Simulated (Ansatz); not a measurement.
**NiO under changes of volume**

One of the cells (9.076 Å³/atom); the others are scaled copies at fixed shape and fractional positions:

```xyz
2
Lattice="0.0000 2.0859 2.0859 2.0859 0.0000 2.0859 2.0859 2.0859 0.0000" Properties=species:S:1:pos:R:3 pbc="T T T"
Ni    0.0000    0.0000    0.0000
O     2.0859    2.0859    2.0859
```

* Program: Ansatz 0.2.0
* Functional: rPW86-PBE
* Dispersion: rVV10
* Potentials or basis: Ansatz PAW
* Cutoff: 420 eV (not typed: the program's choice for these potentials)
* k mesh: 11 × 11 × 11
* Occupations: fermi-dirac, width 0.05 eV
* Spin: collinear spin, ferromagnetic start
* Starting moments: [1.0, 0.0] μB

| volume (Å³/atom) | energy over the lowest point (meV/atom) | pressure (GPa) | moment (μB per cell) |
| --- | --- | --- | --- |
| 8.531 | 71.65 | 24.0 | 1.53 |
| 8.713 | 47.57 | 18.6 | 1.60 |
| 8.894 | 29.06 | 14.1 | 1.68 |
| 9.076 | 15.12 | 9.9 | 1.75 |
| 9.257 | 5.84 | 6.0 | 1.80 |
| 9.439 | ? | ? | ? |
| 9.620 | 0.00 | -1.0 | 1.86 |

Task: What does the run at 9.439 Å³/atom give?

Result: Energy over the lowest point 0.87 meV/atom; pressure 2.4 GPa; moment 1.83 μB per cell.

Worked out: A Birch-Murnaghan fit of order 3 (a polynomial in V^(-2/3)) to the other rows has its minimum at 9.57 Å³/atom with B0 = V·E''(V) = 179 GPa (rough, since the energies scatter). It gives 0.91 meV/atom at 9.439 Å³/atom, against the run's 0.87, and -dE/dV = 2.5 GPa, against 2.4. A parabola through the other rows of the moment, of slope 0.182 μB per Å³/atom there, gives 1.84 μB, against the run's 1.83.

Energies are extrapolated to zero smearing.

Caveats: a cell with one magnetic atom can't hold antiferromagnetic order, which such compounds often take; the PAW data sets come from PBE, with cores solved anew for the run's functional, which leaves a small shift of forces and pressure.
